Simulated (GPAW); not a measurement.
Runs of GPAW 26.7.0 on FeO. It takes space group P-6m2 (No. 187, hexagonal). The conventional cell has a = 2.922 Å, b = 2.922 Å, c = 2.852 Å, α = 90.00°, β = 90.00°, γ = 120.00°. Around Fe (site symmetry -6m2) lie 6 O at 2.21 Å. O (site symmetry -6m2) is surrounded by 6 Fe at 2.21 Å. The cell comes from a database or a generator and needn't be the stable form of this composition.

```csv
cell,site radius,gap on the mesh (eV),moment (μB)
"P-6m2, 10.54 Å³/atom",1.049,none,4.00
"P-6m2, 10.13 Å³/atom",1.035,none,(a)
"P-6m2, 10.34 Å³/atom",1.042,none,3.99
"P-6m2, 9.92 Å³/atom",1.028,none,3.97
```

Alike in all rows: task magnons; level LDA; potentials or basis the program's PAW data sets (release 1.2.1) made for this functional, pw; spin collinear, ferromagnetic start; k mesh 8 × 8 × 8; cutoff (eV) 550; smearing fermi-dirac 0.05 eV.

Estimate the missing entries.

(a) 3.98.

Caveats: the number of bands moves the energies at small q by some ten meV; the exchange constants hang on this mesh and on the site radius; magnon energies are noisy on this mesh; a cell with one magnetic atom can't hold antiferromagnetic order, which such compounds often take; semilocal functionals often make such compounds metallic where correlation or magnetic order opens a gap, which also shifts bond lengths.

A gap of «none» marks a metal or a gap under the smearing width.
